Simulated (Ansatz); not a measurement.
# HgTe: the cost of one run

Program: Ansatz 0.2.0. Level of theory: DFT PBE, scalar-relativistic, plane waves, PAW. These are calculated values, not measurements.

3 further runs of the same task are left out: 3 set aside as unsound or not needed.

**1. The system as given**

It takes space group F-43m (No. 216, cubic). Conventional cell: a = 6.653 Å, b = 6.653 Å, c = 6.653 Å, α = 90.00°, β = 90.00°, γ = 90.00°. Hg (site symmetry -43m) has 4 Te at 2.88 Å as nearest neighbours. Te (site symmetry -43m) is surrounded by 4 Hg at 2.88 Å.

Structure file:

```xyz
2
Lattice="0.0000 3.3265 3.3265 3.3265 0.0000 3.3265 3.3265 3.3265 0.0000" Properties=species:S:1:pos:R:3 pbc="T T T"
Hg    0.0000    0.0000    0.0000
Te    4.9897    4.9897    4.9897
```

This cell was relaxed beforehand with the same method: volume 36.81 Å³/atom, gap on the mesh none (metal).

**2. The cell under 40 GPa**

What is minimised here is the enthalpy; the energy can go up as the cell is squeezed.

The input, input.yaml:

```yaml
crystal:
  lattice:
    - [0.0, 3.326464758, 3.326464758]
    - [3.326464758, 0.0, 3.326464758]
    - [3.326464758, 3.326464758, 0.0]
  atoms:
    - { symbol: Hg, position: [0.0, 0.0, 0.0] }
    - { symbol: Te, position: [0.75, 0.75, 0.75] }
basis:
  ecutwfc: 420
kpoints:
  mp_grid: { grid: [12, 12, 12] }
hamiltonian:
  xc: pbe
scf:
  occupations: { method: fermi_dirac, width: 0.15 }
output:
  forces: true
  stress: true
  eigenvalues: true
relax:
  adjacent_minimum: "off"
  f_tol: 0.001
  max_steps: 60
  cell: { stress_tol: 0.02, p_target: 40.0 }
```

On the command line:

```console
$ ansatz run input.yaml --threads 1 --pin off --max-ram 3072MiB --backend cpu --events-out ev --progress --plain --runs-dir out
```

What time and memory should one allow on 1 thread of Arm Neoverse V1, shared host?

About 2.1 min, with a peak of 0.44 GiB.
